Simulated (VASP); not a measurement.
Crystal: PtS2.

```
CELL_PARAMETERS angstrom
3.54320 0.00000 0.00000
-1.77160 3.06850 0.00000
0.00000 0.00000 5.03880
ATOMIC_POSITIONS crystal
Pt 0.00000 0.00000 0.00000
S 0.66667 0.33333 0.77300
S 0.33333 0.66667 0.22700
```

- Program: VASP 6.6.1
- Task: relaxation of cell and atoms
- Functional: revPBE
- Potentials or basis: VASP PAW PBE potentials, release 64 (Pt, S)
- Cutoff: 600 eV
- k mesh: 9 × 9 × 5
- Occupations: fermi-dirac, width 0.05 eV
- Spin: no spin polarisation

At the start: pressure 13.0 GPa; volume 18.26 Å³/atom.

**Question.** How do energy, volume and symmetry change on relaxing?

**Answer.** Over 24 steps the energy falls by 109.3 meV/atom and the volume is 26.18 Å³/atom (+43.3 %); space group P-3m1 (No. 164, to 0.05 Å).

Step by step:
```
step  energy change (eV)  largest force (eV/Å)  pressure (GPa)  volume (Å³)
   1              0.0000                1.2510           13.04        54.78
   2              0.2719                1.5812          -12.72        67.43
   3             -0.1868                0.1163           -0.27        59.21
   4             -0.1871                0.0735            0.09        59.05
   5             -0.1871                0.0512            0.29        58.96
   6             -0.1996                0.1225            0.35        59.28
   7             -0.2183                0.3221            0.49        60.17
   8             -0.2322                0.2901            0.39        61.03
   9             -0.2665                0.1596            0.31        63.62
  10             -0.3011                0.1798            0.89        68.88
  11             -0.2020                1.2014            3.90        79.63
  12             -0.2803                0.6379            2.58        71.66
  13             -0.2836                0.6121            2.35        72.13
  14             -0.2914                0.5322            1.64        73.53
  15             -0.2994                0.3857            0.39        76.37
  16             -0.2899                0.1459           -1.58        82.16
  17             -0.2984                0.3240           -0.22        78.22
  18             -0.3021                0.2993           -0.21        78.26
  19             -0.3119                0.2296           -0.21        78.36
  20             -0.3245                0.0889           -0.21        78.56
  21             -0.3215                0.2053           -0.24        78.87
  22             -0.3279                0.0342           -0.23        78.70
  23             -0.3280                0.0054            0.05        78.50
  24             -0.3280                0.0003            0.01        78.53
```

Final structure:
```xyz
3
Lattice="3.5909 0.0000 0.0000 -1.7955 3.1098 0.0000 0.0000 0.0000 7.0323" Properties=species:S:1:pos:R:3 pbc="T T T"
Pt    0.0000    0.0000    0.0000
S     1.7955    1.0366    5.8056
S     0.0000    2.0732    1.2267
```

Caveat: the volume moved by over 15 % at a fixed basis, so the end points are rough; the PAW data sets were made with another functional, which shifts forces and pressure a little; this functional lacks dispersion, which binds the layers, so the pressure and a relaxed spacing across them are unreliable, and here the layers came unbound; the volume moved by +43 % from the deposited cell, more than functionals usually miss.
